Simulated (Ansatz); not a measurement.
# A computed series for LiH: response to strain

The reference is LiH in the rock salt structure (space group Fm-3m, No. 225; a = 4.005 Å). Axes: x, y, z lie along the cube axes.

Strains are applied to the cell and any free atomic positions relax; under biaxial strain the out-of-plane vector relaxes too; under stress the whole cell relaxes.

Calculations: r2SCAN (Ansatz, a first-principles code; PAW; 500 eV plane waves; scalar-relativistic without spin-orbit coupling).

Notes on the quantities. pressure: mean of the normal stresses, compression positive; energy relative to the base: free energy F.

```csv
case,pressure,band gap,energy relative to the base,shortest interatomic distance
base,0.00 GPa,3.63 eV,0 meV/atom,200.3 pm
"biaxial strain +1.80 %, plane normal [001], relaxed out of plane",-1.00 GPa,3.42 eV,+1.4 meV/atom,199.2 pm
"biaxial strain +1.90 %, plane normal [001], relaxed out of plane",-1.05 GPa,3.41 eV,+1.6 meV/atom,199.1 pm
isotropic strain +1.76 %,-1.74 GPa,3.66 eV,+2.4 meV/atom,203.8 pm
isotropic strain +3.85 %,-3.39 GPa,3.69 eV,+11 meV/atom,208.0 pm
uniaxial strain ε_yy = −2.18 %,0.86 GPa,3.40 eV,+1.1 meV/atom,195.9 pm
uniaxial strain ε_yy = −0.84 %,0.31 GPa,3.54 eV,+0.2 meV/atom,198.6 pm
"uniaxial stress, 5 GPa compression along x",–,3.03 eV,+5.9 meV/atom,190.2 pm
```

Beyond what the load breaks, stability against distortions was not tested.
